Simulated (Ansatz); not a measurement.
Crystal: Bi.

```
CELL_PARAMETERS angstrom
-1.98143 1.98143 1.98143
1.98143 -1.98143 1.98143
1.98143 1.98143 -1.98143
ATOMIC_POSITIONS crystal
Bi 0.00000 0.00000 0.00000
```

This isn't the form of Bi at room conditions, which is rhombohedral.

```yaml
Program: Ansatz 0.2.0
Task: relaxation of cell and atoms
Functional: HSEsol
Potentials_or_basis: Ansatz PAW
Cutoff: "420 eV (not typed: the program's choice for these potentials)"
k_mesh: 5 × 5 × 5
Occupations: fermi-dirac, width 0.05 eV
Spin: no spin polarisation
```

At the start: volume 31.12 Å³/atom.

Problem. Where does the relaxation end?

Solution. It ends after 3 steps and the volume is 29.08 Å³/atom (-6.5 %); space group Im-3m (No. 229, to 0.05 Å).

Step by step:
```csv
step,energy change (eV),largest force (eV/Å),volume (Å³)
1,0.0000,0.0000,31.12
2,-0.0229,0.0000,29.08
3,-0.0224,0.0000,29.08
```

Final structure:
```yaml
crystal:
  lattice:
    - [-1.93731, 1.93731, 1.93731]
    - [1.93731, -1.93731, 1.93731]
    - [1.93731, 1.93731, -1.93731]
  atoms:
    - { symbol: Bi, position: [0.00000, 0.00000, 0.00000] }
```

Caveat: the k mesh is coarse (spacing up to 0.45 Å⁻¹), so the values aren't converged, least of all with exact exchange; the plane-wave basis is chosen anew once the cell has moved, so the energies of steps on either side of that aren't comparable; the PAW data sets come from PBE, with cores solved anew for the run's functional, which leaves a small shift of forces and pressure.
